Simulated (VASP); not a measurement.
The system is C.

```xyz
2
Lattice="2.1273 -1.2283 0.0000 2.1273 1.2283 0.0000 -1.3791 0.0000 3.5028" Properties=species:S:1:pos:R:3 pbc="T T T"
C     3.5455    0.0000    0.0003
C    -0.6699    0.0000    3.5025
```

This is a stacking variant of graphite.

```yaml
Program: VASP 6.6.1
Task: relaxation of cell and atoms
Functional: r2SCAN
Dispersion: rVV10
Potentials_or_basis: VASP PAW PBE potentials, release 64 (C)
Cutoff: 600 eV
k_mesh: 16 × 16 × 10
Occupations: gaussian, width 0.1 eV
Spin: no spin polarisation
```

At the start: pressure -0.6 GPa; volume 9.15 Å³/atom.

Q: Where does the relaxation end?

A: Over 31 steps the energy falls by 3.3 meV/atom and the volume is 8.65 Å³/atom (-5.5 %); space group R-3m (No. 166, to 0.05 Å).

The path:
| step | energy change (eV) | largest force (eV/Å) | pressure (GPa) | volume (Å³) |
| --- | --- | --- | --- | --- |
| 1 | 0.0000 | 0.0103 | -0.57 | 18.31 |
| 2 | -0.0010 | 0.0095 | -0.69 | 18.22 |
| 3 | -0.0035 | 0.0658 | -1.05 | 17.96 |
| 4 | -0.0052 | 0.1775 | -1.72 | 17.44 |
| 5 | -0.0055 | 0.1609 | -1.44 | 17.39 |
| 6 | -0.0060 | 0.1258 | -0.68 | 17.28 |
| 7 | -0.0059 | 0.1271 | 0.88 | 17.04 |
| 8 | -0.0062 | 0.1125 | -0.07 | 17.18 |
| 9 | -0.0063 | 0.0892 | -0.04 | 17.19 |
| 10 | -0.0065 | 0.0821 | 0.04 | 17.20 |
| 11 | -0.0066 | 0.0196 | 0.08 | 17.21 |
| 12 | -0.0066 | 0.0077 | 0.10 | 17.21 |
| 13 | -0.0066 | 0.0057 | 0.08 | 17.21 |
| 14 | -0.0066 | 0.0084 | 0.03 | 17.22 |
| 15 | -0.0066 | 0.0119 | 0.01 | 17.22 |
| 16 | -0.0066 | 0.0104 | 0.02 | 17.23 |
| 17 | -0.0066 | 0.0070 | 0.05 | 17.24 |
| 18 | -0.0067 | 0.0059 | 0.11 | 17.25 |
| 19 | -0.0067 | 0.0208 | 0.22 | 17.29 |
| 20 | -0.0067 | 0.0128 | 0.16 | 17.27 |
| 21 | -0.0067 | 0.0075 | 0.11 | 17.28 |
| 22 | -0.0067 | 0.0092 | 0.03 | 17.29 |
| 23 | -0.0067 | 0.0086 | 0.03 | 17.29 |
| 24 | -0.0067 | 0.0057 | 0.08 | 17.28 |
| 25 | -0.0067 | 0.0071 | 0.05 | 17.29 |
| 26 | -0.0067 | 0.0075 | 0.06 | 17.29 |
| 27 | -0.0067 | 0.0080 | 0.05 | 17.29 |
| 28 | -0.0067 | 0.0084 | 0.04 | 17.29 |
| 29 | -0.0067 | 0.0051 | 0.02 | 17.29 |
| 30 | -0.0067 | 0.0056 | -0.02 | 17.29 |
| 31 | -0.0067 | 0.0029 | -0.03 | 17.29 |

Final structure:
```cif
data_structure
_symmetry_space_group_name_H-M 'P 1'
_symmetry_Int_Tables_number 1
_cell_length_a 2.4562
_cell_length_b 2.4562
_cell_length_c 3.5925
_cell_angle_alpha 109.666
_cell_angle_beta 109.666
_cell_angle_gamma 59.997
_cell_volume 17.29
loop_
_atom_site_label
_atom_site_type_symbol
_atom_site_fract_x
_atom_site_fract_y
_atom_site_fract_z
_atom_site_occupancy
C1 C 0.83335 0.83335 0.00006 1
C2 C 0.16665 0.16665 0.99994 1
```

Caveat: the PAW data sets were made with another functional, which shifts forces and pressure a little.
